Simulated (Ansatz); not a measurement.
Crystal: Ru.

```
Ru
1.0
     2.70580    0.00000    0.00000
    -1.35290    2.34329    0.00000
     0.00000    0.00000    4.28190
Ru
2
Direct
  0.66667 0.33333 0.75000
  0.33333 0.66667 0.25000
```

| Property | Result |
| --- | --- |
| Program | Ansatz 0.2.0 |
| Task | relaxation of cell and atoms |
| Functional | r2SCAN |
| Dispersion | D3(BJ) |
| Potentials or basis | Ansatz PAW |
| Cutoff | 500 eV (not typed: the program's choice for these potentials) |
| k mesh | 11 × 11 × 6 |
| Occupations | fermi-dirac, width 0.05 eV |
| Spin | no spin polarisation |

At the start: volume 13.57 Å³/atom.

Question: How do energy, volume and symmetry change on relaxing?

Answer: It ends after 4 steps and the volume is 13.35 Å³/atom (-1.6 %); space group P6_3/mmc (No. 194, to 0.05 Å).

The path:
| step | energy change (eV) | largest force (eV/Å) | volume (Å³) |
| --- | --- | --- | --- |
| 1 | 0.0000 | 0.0000 | 27.15 |
| 2 | -0.0081 | 0.0000 | 26.72 |
| 3 | -0.0081 | 0.0000 | 26.71 |
| 4 | -0.0078 | 0.0000 | 26.71 |

Final structure:
```yaml
crystal:
  lattice:
    - [2.69227, 0.00000, 0.00000]
    - [-1.34613, 2.33157, 0.00000]
    - [0.00000, 0.00000, 4.25468]
  atoms:
    - { symbol: Ru, position: [0.66667, 0.33333, 0.75000] }
    - { symbol: Ru, position: [0.33333, 0.66667, 0.25000] }
```

Caveat: the plane-wave basis is chosen anew once the cell has moved, so the energies of steps on either side of that aren't comparable; pairwise dispersion overbinds metals, which lowers pressure and volume; the PAW data sets come from PBE, with cores solved anew for the run's functional, which leaves a small shift of forces and pressure; the dispersion damping was fitted for another functional or another form of the correction.
